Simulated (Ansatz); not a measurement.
BaS, CsCl type was relaxed with 5 functionals in Ansatz 0.2.0, cell and atoms free, the symmetry of the start kept (meshes: PBE 6×6×6, r2SCAN 6×6×6, PBEsol 6×6×6, LDA 6×6×6, HSE06 4×4×4). The cell comes from a prototype generator: it can be a known phase or a hypothetical one. Spin polarisation is off.

The HSE06 result:
```cif
data_structure
_symmetry_space_group_name_H-M 'P 1'
_symmetry_Int_Tables_number 1
_cell_length_a 3.8230
_cell_length_b 3.8230
_cell_length_c 3.8230
_cell_angle_alpha 90.000
_cell_angle_beta 90.000
_cell_angle_gamma 90.000
_cell_volume 55.87
loop_
_atom_site_label
_atom_site_type_symbol
_atom_site_fract_x
_atom_site_fract_y
_atom_site_fract_z
_atom_site_occupancy
Ba1 Ba 0.00000 0.00000 0.00000 1
S1 S 0.50000 0.50000 0.50000 1
```

It is cubic, Pm-3m (No. 221); conventional cell a = 3.823 Å, 27.94 Å³ an atom. Ba is surrounded by 8 S at 3.31 Å; S is surrounded by 8 Ba at 3.31 Å.

Problem. What lattice does PBE give?

Solution. a = 3.841 Å; the volume differs by +1.5 % from HSE06's. Ba is surrounded by 8 S at 3.33 Å; S is surrounded by 8 Ba at 3.33 Å.

Problem. What lattice does LDA give?

Solution. a = 3.731 Å; the volume differs by -7.0 % from HSE06's. Around Ba lie 8 S at 3.23 Å; around S lie 8 Ba at 3.23 Å.

Problem. Held at the r2SCAN cell, what mean stress do LDA and PBE find, and does its sign point to their own minimum?

Solution. Yes. LDA -3.86 GPa, and its relaxed volume is -7.8 % from r2SCAN's; PBE +0.27 GPa, and its relaxed volume is +0.6 % from r2SCAN's. Compression counts positive, so a positive stress asks for a larger cell.
